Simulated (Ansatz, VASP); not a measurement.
Two plane-wave programs on Co

```
CELL_PARAMETERS angstrom
-1.40074 1.40074 1.31827
1.40074 -1.40074 1.31827
1.40074 1.40074 -1.31827
ATOMIC_POSITIONS crystal
Co 0.00000 0.00000 0.00000
```

Alike in both runs: task single point; functional PBEsol; k mesh 10 × 10 × 10; occupations gaussian, width 0.1 eV; collinear spin.

```csv
,VASP,Ansatz
version,VASP 6.6.1,Ansatz 0.2.0
potentials or method,"VASP PAW PBE potentials, release 64 (Co)","scalar-relativistic, plane waves, PAW"
plane-wave cutoff (eV),520,420
valence electrons in the cell,9,17
```

```tsv
	VASP	Ansatz	Ansatz less VASP
gap on the k mesh at the Fermi level (eV)	none	none	-
pressure (GPa)	5.4	6.6	+1.22
largest component of the traceless stress (GPa)	2.58	2.25	-0.333
net moment per atom (μB)	1.73	1.75	+0.018
size of the moment on the site where the two differ most (μB)	1.74	1.80	+0.062
```

Site moments also hang on the region over which each program counts them. A gap of «none» marks a metal or a gap that the smearing closes. With one functional, cell and mesh, what is left measures potentials, basis and numerics. The two sets of potentials don't hold the same shells in valence.

Caveats: the PAW data sets were made with another functional, which shifts forces and pressure a little (VASP).
